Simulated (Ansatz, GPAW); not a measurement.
Given: the input of a run of GPAW 26.7.0 (ASE script) on ZnS. 

File run.py:

```python
from ase.dft.bandgap import bandgap
from ase.io import read, write
from ase.units import GPa
from gpaw import GPAW, PW

atoms = read('POSCAR')

calc = GPAW(mode=PW(600),
            xc='PBE',
            kpts={'size': (9, 9, 9), 'gamma': True},
            occupations={'name': 'methfessel-paxton', 'order': 0, 'width': 0.015},
            nbands=18,
            convergence={'density': 1e-05, 'energy': 1e-05},
            maxiter=150,
            txt='gpaw.txt')
atoms.calc = calc
energy = atoms.get_potential_energy()
forces = atoms.get_forces()
stress = atoms.get_stress()
calc.write('gs.gpw')
write('result.traj', atoms)
print(f'Energy: {energy:.6f} eV')
print('Forces (eV/A):')
print(forces.round(4))
print('Stress (GPa):', (stress / GPa).round(3))
print('Fermi level:', round(calc.get_fermi_level(), 4), 'eV')
print(f'Gap: {bandgap(calc)[0]:.4f} eV, direct: {bandgap(calc, direct=True)[0]:.4f} eV')
```

The input POSCAR:

```
ZnS
1.0
    0.0000000000      2.7020000000      2.7020000000
    2.7020000000      0.0000000000      2.7020000000
    2.7020000000      2.7020000000      0.0000000000
Zn S
1 1
Direct
    0.7500000000      0.7500000000      0.7500000000
    0.0000000000      0.0000000000      0.0000000000
```

Potentials or basis: GPAW PAW data sets (gpaw-data 1.2.1), pw.

Command:

```bash
$ OMP_NUM_THREADS=1 python run.py
```

Translate it to Ansatz 0.2.0. Potentials or basis there: all-electron LAPW, scalar-relativistic.

As run (cutoffs and basis follow the program's own potentials, and thresholds, step limits or extra output files can differ):

input.yaml

```yaml
crystal:
  lattice:
    - [0.0, 2.702, 2.702]
    - [2.702, 0.0, 2.702]
    - [2.702, 2.702, 0.0]
  atoms:
    - { symbol: Zn, position: [0.75, 0.75, 0.75] }
    - { symbol: S, position: [0.0, 0.0, 0.0] }
kpoints:
  mp_grid: { grid: [9, 9, 9] }
scf:
  occupations: { method: gaussian, width: 0.015 }
hamiltonian:
  xc: pbe
  pseudopotentials: { kind: all_electron, lapw: { basis_error: 0.001 } }
output:
  forces: true
  stress: true
  eigenvalues: true
```

Potentials or basis: all-electron LAPW, scalar-relativistic.

Command:

```sh
$ ansatz run input.yaml --threads 1 --pin off --max-ram 3072MiB --backend cpu --events-out ev --progress --plain --runs-dir out
```

Both were run:

|  | GPAW | Ansatz |
| --- | --- | --- |
| Pressure | 1.6 GPa | 1.6 GPa |

Where Ansatz's input types no cutoff or centring, it takes its own default and a Γ-centred mesh.

Pressure is positive in compression.
